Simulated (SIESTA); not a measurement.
# ScAl3 under changes of volume

One of the cells (17.077 Å³/atom); the others are scaled copies at fixed shape and fractional positions:

```
Sc Al
1.0
     4.08781    0.00000    0.00000
     0.00000    4.08781    0.00000
     0.00000    0.00000    4.08781
Sc Al
1 3
Cartesian
  0.0000 0.0000 0.0000
  2.0439 2.0439 0.0000
  0.0000 2.0439 2.0439
  2.0439 0.0000 2.0439
```

The cell is a database's computed one.

- Program: SIESTA 5.4.2
- Functional: LDA
- Potentials or basis: PseudoDojo 0.4 standard (LDA files)
- Basis: DZP (energy shift 0.003 Ry; two zetas on semicore shells)
- Grid cutoff: 800 Ry
- Energy shift: 0.003 Ry
- k mesh: 7 × 7 × 7
- Occupations: fermi-dirac, width 0.05 eV
- Spin: no spin polarisation

```tsv
volume (Å³/atom)	energy over the lowest point (meV/atom)	pressure (GPa)
16.052	1.84	2.0
16.394	0.00	-0.2
16.735	2.45	-2.1
17.077	8.78	-3.8
17.419	18.57	-5.3
17.760	31.46	-6.7
18.102	?	?
```

**Question.** What does the run at 18.102 Å³/atom give?

**Answer.** Energy over the lowest point 47.13 meV/atom; pressure -7.9 GPa.

Worked out: A Birch-Murnaghan fit of order 3 (a polynomial in V^(-2/3)) to the other rows has its minimum at 16.36 Å³/atom with B0 = V·E''(V) = 97 GPa and B' = 4.1. It gives 47.19 meV/atom at 18.102 Å³/atom, against the run's 47.13, and -dE/dV = -8.0 GPa, against -7.9.

Energies are extrapolated to zero smearing.

Caveats: the basis of atomic orbitals isn't converged, which shifts pressures, moduli and gaps.
